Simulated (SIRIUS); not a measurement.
Write the native input for SIRIUS 7.12.0 that does the following.

```yaml
Task: single point
Functional: PBEsol
Potentials_or_basis: PseudoDojo 0.4.1 PBEsol standard (scalar relativistic)
Cutoff: 1152 eV
Density_cutoff: 4606 eV
k_mesh: 10 × 10 × 8
Occupations: fermi-dirac, width 0.05 eV
Spin: no spin polarisation
Libxc_names: "[\"XC_GGA_X_PBE_SOL\", \"XC_GGA_C_PBE_SOL\"]"
Energy_tol: 1e-08 Ha
Density_tol: 1e-06
Mixer: anderson
Mixing_beta: 0.7
Max_scf: 100
Radial_cutoff_for_the_potentials'_integrals: 6.5 bohr
```

TiO:

```
Ti O
1.0
     3.03100    0.00000    0.00000
    -1.51550    2.62492    0.00000
     0.00000    0.00000    3.23770
Ti O
1 1
Direct
  0.66667 0.33333 0.00000
  0.00000 0.00000 0.50000
```

The input as run:

sirius.json

```json
{
  "control": {
    "processing_unit": "cpu",
    "verbosity": 2,
    "num_bands_to_print": 16,
    "print_forces": true,
    "print_stress": true
  },
  "parameters": {
    "electronic_structure_method": "pseudopotential",
    "xc_functionals": ["XC_GGA_X_PBE_SOL", "XC_GGA_C_PBE_SOL"],
    "gk_cutoff": 9.2,
    "pw_cutoff": 18.4,
    "ngridk": [10, 10, 8],
    "shiftk": [0, 0, 0],
    "smearing": "fermi_dirac",
    "smearing_width": 0.0018374661,
    "num_bands": 16,
    "num_mag_dims": 0,
    "num_dft_iter": 100,
    "energy_tol": 1e-08,
    "density_tol": 1e-06
  },
  "iterative_solver": {
    "type": "davidson",
    "min_tolerance": 1e-10
  },
  "mixer": {
    "type": "anderson",
    "beta": 0.7,
    "max_history": 8
  },
  "settings": {
    "tol_ne": 1e-10,
    "pseudo_grid_cutoff": 6.5
  },
  "unit_cell": {
    "lattice_vectors": [
      [5.727759883741, 0.0, 0.0],
      [-2.86387994187, 4.960385566152, 0.0],
      [0.0, 0.0, 6.118366273701]
    ],
    "atom_coordinate_units": "lattice",
    "atom_types": ["Ti", "O"],
    "atom_files": {
      "O": "O.json",
      "Ti": "Ti.json"
    },
    "atoms": {
      "Ti": [
        [0.6666666667, 0.3333333333, 0.0]
      ],
      "O": [
        [0.0, 0.0, 0.5]
      ]
    }
  }
}
```

Potentials or basis: PseudoDojo 0.4.1 PBEsol standard (scalar relativistic).

Run with:

```sh
$ upf_to_json O.upf
$ upf_to_json Ti.upf
$ OMP_NUM_THREADS=1 sirius.scf --input=sirius.json --output=out.json --task=0
```

Results of the run:

```
Pressure               : -40.6 GPa
Band gap on the k mesh : 0.03 eV
```

Caveat: a pressure of tens of GPa on the cell as given is suspect, and the run, the potentials or the cell itself is likely at fault.

Wall time 56 s on 1 thread of Intel(R) Xeon(R) Platinum 8375C CPU @ 2.90GHz (Ice Lake), on a shared host, peak memory 0.36 GiB.
